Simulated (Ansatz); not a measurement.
Crystal: NaHF2.

```
Na F H
1.0
     1.73700    1.00286    4.58333
    -1.73700    1.00286    4.58333
     0.00000   -2.00571    4.58333
Na F H
1 2 1
Direct
  0.00000 0.00000 0.00000
  0.58240 0.58240 0.58240
  0.41760 0.41760 0.41760
  0.50000 0.50000 0.50000
```

| Property | Result |
| --- | --- |
| Program | Ansatz 0.2.0 |
| Task | relaxation of cell and atoms |
| Functional | r2SCAN |
| Dispersion | rVV10 |
| Potentials or basis | Ansatz PAW |
| Cutoff | 500 eV (not typed: the program's choice for these potentials) |
| k mesh | 9 × 9 × 9 |
| Occupations | fermi-dirac, width 0.05 eV |
| Spin | no spin polarisation |

At the start: volume 11.98 Å³/atom.

**Question.** Where does the relaxation end?

**Answer.** It ends after 7 steps and the volume is 11.41 Å³/atom (-4.8 %); space group R-3m (No. 166, to 0.05 Å).

Step by step:
| step | energy change (eV) | largest force (eV/Å) | volume (Å³) |
| --- | --- | --- | --- |
| 1 | 0.0000 | 0.1669 | 47.90 |
| 2 | -0.0075 | 0.0893 | 47.16 |
| 3 | -0.0144 | 0.0340 | 45.52 |
| 4 | -0.0145 | 0.0079 | 45.65 |
| 5 | -0.0128 | 0.0070 | 45.65 |
| 6 | -0.0128 | 0.0027 | 45.62 |
| 7 | -0.0128 | 0.0026 | 45.62 |

Final structure:
```
CELL_PARAMETERS angstrom
1.69766 0.98015 4.56948
-1.69766 0.98015 4.56948
0.00000 -1.96029 4.56948
ATOMIC_POSITIONS crystal
Na 0.00000 0.00000 0.00000
F 0.58276 0.58276 0.58276
F 0.41724 0.41724 0.41724
H 0.50000 0.50000 0.50000
```

Caveat: the plane-wave basis is chosen anew once the cell has moved, so the energies of steps on either side of that aren't comparable; the PAW data sets come from PBE, with cores solved anew for the run's functional, which leaves a small shift of forces and pressure.
